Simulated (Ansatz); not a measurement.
ZnCu2SnS4:

```xyz
8
Lattice="-2.7171 2.7171 5.4248 2.7171 -2.7171 5.4248 2.7171 2.7171 -5.4248" Properties=species:S:1:pos:R:3 pbc="T T T"
Sn    0.0000    0.0000    5.4248
Zn    2.7171    0.0000    2.7124
Cu    0.0000    2.7171    2.7124
Cu    0.0000    0.0000    0.0000
S     1.3944    1.3922    4.0338
S    -1.3922    1.3944    6.8158
S     1.3227    1.3249   -1.3910
S     4.1093    1.3227    1.3910
```

Base run:

| Quantity | Value |
| --- | --- |
| Program | Ansatz 0.2.0 |
| Functional | LDA |
| Potentials or basis | Ansatz PAW |
| Cutoff | 420 eV (not typed: the program's choice for these potentials) |
| k mesh | 7 × 7 × 7 |
| Occupations | fermi-dirac, width 0.05 eV |
| Spin | no spin polarisation |

Its results: band gap on the k mesh 0.18 eV, direct; pressure -4.1 GPa; largest force 0.685 eV/Å.

Problem. After a change of settings the same cell gave: band gap on the k mesh 0.29 eV, direct; pressure 2.1 GPa; largest force 0.616 eV/Å. Which change was it?
A. functional from LDA to revPBE
B. functional from LDA to RPBE
C. functional from LDA to PBE
D. functional from LDA to r2SCAN; cutoff from 420 eV (not typed: the program's choice for these potentials) to 500 eV (not typed: the program's choice for these potentials)

Solution. C.

PBE binds less tightly than LDA, so the same cell stands under more pressure.

Caveats: spin-orbit coupling is left out, which moves the levels of the heavy elements; the PAW data sets come from PBE, with cores solved anew for the run's functional, which leaves a small shift of forces and pressure (some runs).
